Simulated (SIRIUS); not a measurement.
Ge:

```
Ge
1.0
     0.00000    2.82891    2.82891
     2.82891    0.00000    2.82891
     2.82891    2.82891    0.00000
Ge
2
Cartesian
  4.2434 4.2434 4.2434
  2.8289 2.8289 2.8289
```

Base run:

```yaml
Program: SIRIUS 7.10.0
Functional: PBE
Potentials_or_basis: PseudoDojo 0.4.1 PBE standard (scalar relativistic)
Cutoff: 1078 eV
Density_cutoff: 4311 eV
k_mesh: 8 × 8 × 8
Occupations: fermi-dirac, width 0.05 eV
Spin: no spin polarisation
```

Its results: band gap on the k mesh 0.03 eV; pressure 3.7 GPa.

The run is repeated on the same cell with these changes: functional from PBE to LDA; libxc names from ["XC_GGA_X_PBE", "XC_GGA_C_PBE"] to ["XC_LDA_X", "XC_LDA_C_PW"]. What comes out?

Band gap on the k mesh 0.00 eV; pressure -2.2 GPa.

Caveats: the potentials were made for another functional, which shifts forces and pressure (some runs).

A k mesh can miss the band edges.

Not every run made on this cell is shown here.
